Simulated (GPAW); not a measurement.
# ZnS (Wurtzite-2H) (P6_3mc) in GPAW: notebook

One crystal, ZnS (Wurtzite-2H), is run at these levels: PBEsol; tasks: relaxation of cell and atoms.

Program: GPAW 26.7.0. These are calculated values, not measurements. Logs are shortened: lines on timing, memory, paths and dates and some standing lists are left out, and cuts for length are marked. The log counts tension as positive stress, the text compression.

### 1 Starting point

It takes space group P6_3mc (No. 186, hexagonal). Conventional cell: a = 3.811 Å, b = 3.811 Å, c = 6.234 Å, α = 90.00°, β = 90.00°, γ = 120.00°. Zn (site symmetry 3m) has 4 S at 2.31 to 2.40 Å as nearest neighbours. S (site symmetry 3m) is surrounded by 4 Zn at 2.31 to 2.40 Å.

### 2 Relaxation of cell and atoms, PBEsol, target pressure 5 GPa, at which the enthalpy is minimised

Contents of run.py:

```python
from ase import Atoms
from ase.filters import FrechetCellFilter
from ase.io import write
from ase.optimize import BFGS
from ase.units import GPa
from gpaw import GPAW, PW, setup_paths

setup_paths.insert(0, '.')

atoms = Atoms(['Zn', 'Zn', 'S', 'S'],
              cell=[[3.811, 0.0, 0.0],
                    [-1.9055, 3.3004228138, 0.0],
                    [0.0, 0.0, 6.234]],
              scaled_positions=[[0.6666666667, 0.3333333333, 0.5],
                                [0.3333333333, 0.6666666667, 0.0],
                                [0.6666666667, 0.3333333333, 0.885],
                                [0.3333333333, 0.6666666667, 0.385]],
              pbc=True)

calc = GPAW(mode=PW(600),
            xc='PBEsol',
            kpts={'size': (5, 5, 3), 'gamma': True},
            occupations={'name': 'fermi-dirac', 'width': 0.05},
            nbands=31,
            convergence={'density': 1e-05, 'forces': 0.0001},
            maxiter=150,
            txt='gpaw.txt')
atoms.calc = calc
opt = BFGS(FrechetCellFilter(atoms, scalar_pressure=5 * GPa), trajectory='relax.traj', logfile='-')
done = opt.run(fmax=0.02, steps=60)
calc.write('gs.gpw')
write('result.traj', atoms)
print('Converged:', done)
print('Cell:', atoms.cell.cellpar().round(4))
print('Volume:', round(atoms.get_volume(), 4))
print(atoms.get_scaled_positions().round(5))
```

Potentials or basis: PAW data sets generated in the run's folder for this functional, pw.

Started as:

```
gpaw-setup -f PBEsol S Zn
OMP_NUM_THREADS=1 python run.py
```

gpaw.txt:

```text
__  _  _
 | _ |_)|_||  |
 |__||  | ||/\| - 26.7.0

Input parameters:
  mode=PW(ecut=600.0),
  convergence={'density': 1e-05, 'forces': 0.0001},
  kpts=MonkhorstPack(size=(5, 5, 3), gamma=True),
  maxiter=150,
  nbands=31,
  occupations=Occupations(name='fermi-dirac', width=0.05),
  xc=XC(name='PBEsol')

Diagonalizing LCAO Hamiltonian
Converting LCAO to pw mode

            S

            Zn
        S

        Zn

Atoms  # Å, Bohr magnetons
|   | symbol |         x |        y |        z |    initial magnetic moments |
|---|--------|-----------|----------|----------|-----------------------------|
| 0 |     Zn |  1.905500 | 1.100141 | 3.117000 | ( 0.0000,  0.0000,  0.0000) |
| 1 |     Zn | -0.000000 | 2.200282 | 0.000000 | ( 0.0000,  0.0000,  0.0000) |
| 2 |      S |  1.905500 | 1.100141 | 5.517090 | ( 0.0000,  0.0000,  0.0000) |
| 3 |      S | -0.000000 | 2.200282 | 2.400090 | ( 0.0000,  0.0000,  0.0000) |

Unit cell  # Å
| periodic |         x |        y |        z |  lengths |     angles |
|----------|-----------|----------|----------|----------|------------|
|      yes |  3.811000 | 0.000000 | 0.000000 | 3.811000 |  90.000000 |
|      yes | -1.905500 | 3.300423 | 0.000000 | 3.811000 |  90.000000 |
|      yes |  0.000000 | 0.000000 | 6.234000 | 6.234000 | 120.000000 |

Number of symmetries: 6
Symmetry operations  # r_c * U_cc + t_c -> r_c
|   | kind |            matrix            |
|---|------|------------------------------|
| 0 |  σ   |  1, 1, 0,  0,-1, 0,  0, 0, 1 |
| 1 |  E   |  1, 0, 0,  0, 1, 0,  0, 0, 1 |
| 2 |  C3  |  0, 1, 0, -1,-1, 0,  0, 0, 1 |
| 3 |  σ   |  0,-1, 0, -1, 0, 0,  0, 0, 1 |
| 4 |  σ   | -1, 0, 0,  1, 1, 0,  0, 0, 1 |
| 5 |  C3  | -1,-1, 0,  1, 0, 0,  0, 0, 1 |
[... 192 lines left out ...]
Gap: 2.103 eV
Transition (v -> c):
  (s=0, k=0, n=17, [0.00, 0.00, 0.00]) -> (s=0, k=0, n=18, [0.00, 0.00, 0.00])
No difference between direct/indirect transitions

Stress tensor  # eV/Ang^3
|        x |         y |         z |
|----------|-----------|-----------|
| 0.003692 |  0.000000 |  0.000000 |
| 0.000000 |  0.003692 | -0.000000 |
| 0.000000 | -0.000000 |  0.016075 |

Forces  # eV/Ang
|       x |       y |        z |
|---------|---------|----------|
| 0.00000 | 0.00000 |  0.31544 |  # Zn   0
| 0.00000 | 0.00000 |  0.31547 |  # Zn   1
| 0.00000 | 0.00000 | -0.31543 |  # S    2
| 0.00000 | 0.00000 | -0.31543 |  # S    3

Interpolating wave functions to new cell

           S

           Zn
        S
[... 224 lines left out ...]
Stress tensor  # eV/Ang^3
|         x |         y |         z |
|-----------|-----------|-----------|
|  0.000754 |  0.000000 | -0.000000 |
|  0.000000 |  0.000754 | -0.000000 |
| -0.000000 | -0.000000 |  0.011387 |

Forces  # eV/Ang
|       x |        y |        z |
|---------|----------|----------|
| 0.00000 |  0.00000 |  0.28110 |  # Zn   0
| 0.00000 | -0.00000 |  0.28112 |  # Zn   1
| 0.00000 |  0.00000 | -0.28108 |  # S    2
| 0.00000 |  0.00000 | -0.28108 |  # S    3

Interpolating wave functions to new cell

           S

        S  Zn

        Zn

Atoms  # Å, Bohr magnetons
|   | symbol |         x |        y |        z |    initial magnetic moments |
|---|--------|-----------|----------|----------|-----------------------------|
| 0 |     Zn |  1.859563 | 1.073619 | 3.059794 | ( 0.0000,  0.0000,  0.0000) |
| 1 |     Zn | -0.000000 | 2.147239 | 0.042698 | ( 0.0000,  0.0000,  0.0000) |
| 2 |      S |  1.859563 | 1.073619 | 5.297573 | ( 0.0000,  0.0000,  0.0000) |
| 3 |      S | -0.000000 | 2.147239 | 2.280474 | ( 0.0000,  0.0000,  0.0000) |

Unit cell  # Å
| periodic |         x |        y |        z |  lengths |     angles |
|----------|-----------|----------|----------|----------|------------|
|      yes |  3.719127 | 0.000000 | 0.000000 | 3.719127 |  90.000000 |
|      yes | -1.859563 | 3.220858 | 0.000000 | 3.719127 |  90.000000 |
|      yes |  0.000000 | 0.000000 | 6.034198 | 6.034198 | 120.000000 |

Number of symmetries: 6
Symmetry operations  # r_c * U_cc + t_c -> r_c
|   | kind |            matrix            |
|---|------|------------------------------|
| 0 |  σ   |  1, 1, 0,  0,-1, 0,  0, 0, 1 |
| 1 |  E   |  1, 0, 0,  0, 1, 0,  0, 0, 1 |
| 2 |  C3  |  0, 1, 0, -1,-1, 0,  0, 0, 1 |
| 3 |  σ   |  0,-1, 0, -1, 0, 0,  0, 0, 1 |
| 4 |  σ   | -1, 0, 0,  1, 1, 0,  0, 0, 1 |
| 5 |  C3  | -1,-1, 0,  1, 0, 0,  0, 0, 1 |
[... 220 lines left out ...]
Atoms  # Å, Bohr magnetons
|   | symbol |         x |        y |        z |    initial magnetic moments |
|---|--------|-----------|----------|----------|-----------------------------|
| 0 |     Zn |  1.867313 | 1.078093 | 3.070105 | ( 0.0000,  0.0000,  0.0000) |
| 1 |     Zn | -0.000000 | 2.156187 | 0.032601 | ( 0.0000,  0.0000,  0.0000) |
| 2 |      S |  1.867313 | 1.078093 | 5.343789 | ( 0.0000,  0.0000,  0.0000) |
| 3 |      S | -0.000000 | 2.156187 | 2.306283 | ( 0.0000,  0.0000,  0.0000) |

Unit cell  # Å
| periodic |         x |         y |        z |  lengths |     angles |
|----------|-----------|-----------|----------|----------|------------|
|      yes |  3.734625 | -0.000000 | 0.000000 | 3.734625 |  90.000000 |
|      yes | -1.867313 |  3.234280 | 0.000000 | 3.734625 |  90.000000 |
|      yes |  0.000000 |  0.000000 | 6.075012 | 6.075012 | 120.000000 |

Number of symmetries: 6
Symmetry operations  # r_c * U_cc + t_c -> r_c
|   | kind |            matrix            |
|---|------|------------------------------|
| 0 |  σ   |  1, 1, 0,  0,-1, 0,  0, 0, 1 |
| 1 |  E   |  1, 0, 0,  0, 1, 0,  0, 0, 1 |
| 2 |  C3  |  0, 1, 0, -1,-1, 0,  0, 0, 1 |
| 3 |  σ   |  0,-1, 0, -1, 0, 0,  0, 0, 1 |
| 4 |  σ   | -1, 0, 0,  1, 1, 0,  0, 0, 1 |
| 5 |  C3  | -1,-1, 0,  1, 0, 0,  0, 0, 1 |
[... 1406 lines left out ...]
Stress tensor  # eV/Ang^3
|         x |         y |         z |
|-----------|-----------|-----------|
| -0.030940 |  0.000000 | -0.000000 |
| -0.000000 | -0.030940 | -0.000000 |
| -0.000000 | -0.000000 | -0.031889 |

Forces  # eV/Ang
|       x |        y |        z |
|---------|----------|----------|
| 0.00000 |  0.00000 |  0.03511 |  # Zn   0
| 0.00000 | -0.00000 |  0.03513 |  # Zn   1
| 0.00000 | -0.00000 | -0.03504 |  # S    2
| 0.00000 |  0.00000 | -0.03511 |  # S    3

Interpolating wave functions to new cell

           S

        S  Zn
[... 473 lines left out ...]
Forces  # eV/Ang
|        x |        y |        z |
|----------|----------|----------|
| -0.00000 | -0.00000 |  0.01947 |  # Zn   0
|  0.00000 |  0.00000 |  0.01951 |  # Zn   1
| -0.00000 |  0.00000 | -0.01940 |  # S    2
|  0.00000 |  0.00000 | -0.01948 |  # S    3

# Writing to gs.gpw (mode='')
```

stdout:

```text
Step          Energy          fmax
BFGS:    0      -12.823215        0.926869
BFGS:    1      -12.852729        0.828142
BFGS:    2      -12.950946        0.361411
BFGS:    3      -12.959810        0.153296
BFGS:    4      -12.960874        0.117604
BFGS:    5      -12.962420        0.070807
BFGS:    6      -12.962565        0.053348
BFGS:    7      -12.962677        0.032975
BFGS:    8      -12.962923        0.034272
BFGS:    9      -12.963183        0.033647
BFGS:   10      -12.963368        0.019088
Converged: True
Cell: [  3.7119   3.7119   6.0999  90.      90.     120.    ]
Volume: 72.7863
[[0.66667 0.33333 0.50553]
 [0.33333 0.66667 0.00553]
 [0.66667 0.33333 0.87947]
 [0.33333 0.66667 0.37947]]
```

Run time: 3.6 min. Hardware: 1 thread of Arm Neoverse V1, shared host; peak memory 0.26 GiB.

What came out:

```
Free energy                                            : -15.2348 eV
Relaxed volume                                         : 18.20 Å³/atom
Relaxed cell                                           : a = 3.712 Å, b = 3.712 Å, c = 6.100 Å, α = 90.00°, β = 90.00°, γ = 120.00°
Space group after relaxing (to 0.05 Å)                 : P6_3mc (No. 186)
Energy change on relaxing (the enthalpy is what falls) : +8.8 meV/atom
Ionic steps                                            : 11
Pressure after relaxing                                : 5.0 GPa
Largest force after relaxing                           : 0.020 eV/Å
Band gap on the k mesh                                 : 2.39 eV, direct
```

Forces on the atoms (eV/Å):
```
Zn   0.000  0.000  0.019
Zn   0.000  0.000  0.020
S    0.000  0.000 -0.019
S    0.000  0.000 -0.019
```

Step by step:
```csv
step,energy change (eV),largest force (eV/Å),pressure (GPa),volume (Å³)
1,0.0000,0.3155,-1.25,78.41
2,-0.0095,0.2811,-0.69,77.77
3,0.0635,0.2701,5.74,72.28
4,0.0204,0.0649,4.18,73.38
5,0.0261,0.0599,4.46,73.16
6,0.0393,0.0031,5.10,72.69
7,0.0391,0.0145,5.10,72.69
8,0.0380,0.0274,5.05,72.72
9,0.0368,0.0351,5.01,72.76
10,0.0355,0.0344,4.96,72.79
11,0.0354,0.0195,4.95,72.79
```

Final structure:
```
Zn S
1.0
     3.71193    0.00000    0.00000
    -1.85596    3.21462    0.00000
     0.00000    0.00000    6.09986
Zn S
2 2
Direct
  0.66667 0.33333 0.50553
  0.33333 0.66667 0.00553
  0.66667 0.33333 0.87947
  0.33333 0.66667 0.37947
```

Caveat: later steps reuse the first step's grids. PBEsol gaps usually lie below the measured ones, often by a third to a half.

### 3 Relaxation of cell and atoms, PBEsol, target pressure 10 GPa, at which the enthalpy is minimised

Changes to run.py since step 2:

```diff
@@ -28,3 +28,3 @@
 atoms.calc = calc
-opt = BFGS(FrechetCellFilter(atoms, scalar_pressure=5 * GPa), trajectory='relax.traj', logfile='-')
+opt = BFGS(FrechetCellFilter(atoms, scalar_pressure=10 * GPa), trajectory='relax.traj', logfile='-')
 done = opt.run(fmax=0.02, steps=60)
```

Potentials or basis: PAW data sets generated in the run's folder for this functional, pw.

Started as:

```
gpaw-setup -f PBEsol S Zn
OMP_NUM_THREADS=1 python run.py
```

gpaw.txt:

```text
__  _  _
 | _ |_)|_||  |
 |__||  | ||/\| - 26.7.0

Input parameters:
  mode=PW(ecut=600.0),
  convergence={'density': 1e-05, 'forces': 0.0001},
  kpts=MonkhorstPack(size=(5, 5, 3), gamma=True),
  maxiter=150,
  nbands=31,
  occupations=Occupations(name='fermi-dirac', width=0.05),
  xc=XC(name='PBEsol')

Diagonalizing LCAO Hamiltonian
Converting LCAO to pw mode

            S

            Zn
        S

        Zn

Atoms  # Å, Bohr magnetons
|   | symbol |         x |        y |        z |    initial magnetic moments |
|---|--------|-----------|----------|----------|-----------------------------|
| 0 |     Zn |  1.905500 | 1.100141 | 3.117000 | ( 0.0000,  0.0000,  0.0000) |
| 1 |     Zn | -0.000000 | 2.200282 | 0.000000 | ( 0.0000,  0.0000,  0.0000) |
| 2 |      S |  1.905500 | 1.100141 | 5.517090 | ( 0.0000,  0.0000,  0.0000) |
| 3 |      S | -0.000000 | 2.200282 | 2.400090 | ( 0.0000,  0.0000,  0.0000) |

Unit cell  # Å
| periodic |         x |        y |        z |  lengths |     angles |
|----------|-----------|----------|----------|----------|------------|
|      yes |  3.811000 | 0.000000 | 0.000000 | 3.811000 |  90.000000 |
|      yes | -1.905500 | 3.300423 | 0.000000 | 3.811000 |  90.000000 |
|      yes |  0.000000 | 0.000000 | 6.234000 | 6.234000 | 120.000000 |

[... 1218 lines left out ...]
|      yes |  3.664331 | 0.000000 | -0.000000 | 3.664331 |  90.000000 |
|      yes | -1.832166 | 3.173404 |  0.000000 | 3.664331 |  90.000000 |
|      yes | -0.000000 | 0.000000 |  5.974610 | 5.974610 | 120.000000 |

Number of symmetries: 6
Symmetry operations  # r_c * U_cc + t_c -> r_c
|   | kind |            matrix            |
|---|------|------------------------------|
| 0 |  σ   |  1, 1, 0,  0,-1, 0,  0, 0, 1 |
| 1 |  E   |  1, 0, 0,  0, 1, 0,  0, 0, 1 |
| 2 |  C3  |  0, 1, 0, -1,-1, 0,  0, 0, 1 |
| 3 |  σ   |  0,-1, 0, -1, 0, 0,  0, 0, 1 |
| 4 |  σ   | -1, 0, 0,  1, 1, 0,  0, 0, 1 |
| 5 |  C3  | -1,-1, 0,  1, 0, 0,  0, 0, 1 |
[... 459 lines left out ...]
Atoms  # Å, Bohr magnetons
|   | symbol |         x |        y |        z |    initial magnetic moments |
|---|--------|-----------|----------|----------|-----------------------------|
| 0 |     Zn |  1.830703 | 1.056957 | 3.021229 | ( 0.0000,  0.0000,  0.0000) |
| 1 |     Zn | -0.000000 | 2.113914 | 0.029117 | ( 0.0000,  0.0000,  0.0000) |
| 2 |      S |  1.830703 | 1.056957 | 5.266924 | ( 0.0000,  0.0000,  0.0000) |
| 3 |      S | -0.000000 | 2.113914 | 2.274810 | ( 0.0000,  0.0000,  0.0000) |

Unit cell  # Å
| periodic |         x |         y |        z |  lengths |     angles |
|----------|-----------|-----------|----------|----------|------------|
|      yes |  3.661406 | -0.000000 | 0.000000 | 3.661406 |  90.000000 |
|      yes | -1.830703 |  3.170871 | 0.000000 | 3.661406 |  90.000000 |
|      yes | -0.000000 |  0.000000 | 5.984225 | 5.984225 | 120.000000 |

Number of symmetries: 6
Symmetry operations  # r_c * U_cc + t_c -> r_c
|   | kind |            matrix            |
|---|------|------------------------------|
| 0 |  σ   |  1, 1, 0,  0,-1, 0,  0, 0, 1 |
| 1 |  E   |  1, 0, 0,  0, 1, 0,  0, 0, 1 |
| 2 |  C3  |  0, 1, 0, -1,-1, 0,  0, 0, 1 |
| 3 |  σ   |  0,-1, 0, -1, 0, 0,  0, 0, 1 |
| 4 |  σ   | -1, 0, 0,  1, 1, 0,  0, 0, 1 |
| 5 |  C3  | -1,-1, 0,  1, 0, 0,  0, 0, 1 |
[... 1162 lines left out ...]
Stress tensor  # eV/Ang^3
|         x |         y |         z |
|-----------|-----------|-----------|
| -0.062352 |  0.000000 |  0.000000 |
|  0.000000 | -0.062352 | -0.000000 |
|  0.000000 | -0.000000 | -0.061474 |

Forces  # eV/Ang
|       x |       y |        z |
|---------|---------|----------|
| 0.00000 | 0.00000 |  0.00958 |  # Zn   0
| 0.00000 | 0.00000 |  0.00952 |  # Zn   1
| 0.00000 | 0.00000 | -0.00955 |  # S    2
| 0.00000 | 0.00000 | -0.00950 |  # S    3

# Writing to gs.gpw (mode='')
```

stdout:

```text
Step          Energy          fmax
BFGS:    0      -10.376210        1.538620
BFGS:    1      -10.458610        1.371542
BFGS:    2      -10.723728        0.561256
BFGS:    3      -10.740529        0.150393
BFGS:    4      -10.741634        0.097834
BFGS:    5      -10.742543        0.097437
BFGS:    6      -10.742833        0.072033
BFGS:    7      -10.743042        0.043981
BFGS:    8      -10.743301        0.048612
BFGS:    9      -10.743713        0.050339
BFGS:   10      -10.744049        0.032541
BFGS:   11      -10.744167        0.016357
Converged: True
Cell: [  3.6523   3.6523   6.0203  90.      90.     120.    ]
Volume: 69.5486
[[0.66667 0.33333 0.50612]
 [0.33333 0.66667 0.00613]
 [0.66667 0.33333 0.87887]
 [0.33333 0.66667 0.37887]]
```

Run time: 3.7 min. Hardware: 1 thread of Arm Neoverse V1, shared host; peak memory 0.26 GiB.

Results:

```
Free energy                                            : -15.0850 eV
Relaxed volume                                         : 17.39 Å³/atom
Relaxed cell                                           : a = 3.652 Å, b = 3.652 Å, c = 6.020 Å, α = 90.00°, β = 90.00°, γ = 120.00°
Space group after relaxing (to 0.05 Å)                 : P6_3mc (No. 186)
Energy change on relaxing (the enthalpy is what falls) : +46.3 meV/atom
Ionic steps                                            : 12
Pressure after relaxing                                : 9.9 GPa
Largest force after relaxing                           : 0.010 eV/Å
Band gap on the k mesh                                 : 2.59 eV, direct
```

Forces on the atoms (eV/Å):
```
Zn   0.000  0.000  0.010
Zn   0.000  0.000  0.010
S    0.000  0.000 -0.010
S    0.000  0.000 -0.009
```

The path:
```
step  energy change (eV)  largest force (eV/Å)  pressure (GPa)  volume (Å³)
   1              0.0000                0.3155           -1.25        78.41
   2             -0.0107                0.2881           -0.19        77.26
   3              0.2818                0.2882           12.26        68.33
   4              0.1605                0.0573            9.22        70.00
   5              0.1762                0.0525            9.67        69.73
   6              0.1914                0.0115           10.11        69.48
   7              0.1930                0.0199           10.16        69.44
   8              0.1908                0.0389           10.11        69.48
   9              0.1877                0.0506           10.02        69.52
  10              0.1839                0.0523            9.92        69.58
  11              0.1829                0.0337            9.89        69.59
  12              0.1852                0.0096            9.94        69.55
```

Final structure:
```
Zn S
1.0
     3.65234    0.00000    0.00000
    -1.82617    3.16302    0.00000
     0.00000    0.00000    6.02026
Zn S
2 2
Direct
  0.66667 0.33333 0.50612
  0.33333 0.66667 0.00613
  0.66667 0.33333 0.87887
  0.33333 0.66667 0.37887
```

Caveat: later steps reuse the first step's grids.

(Part 1 of 2 ends here.)
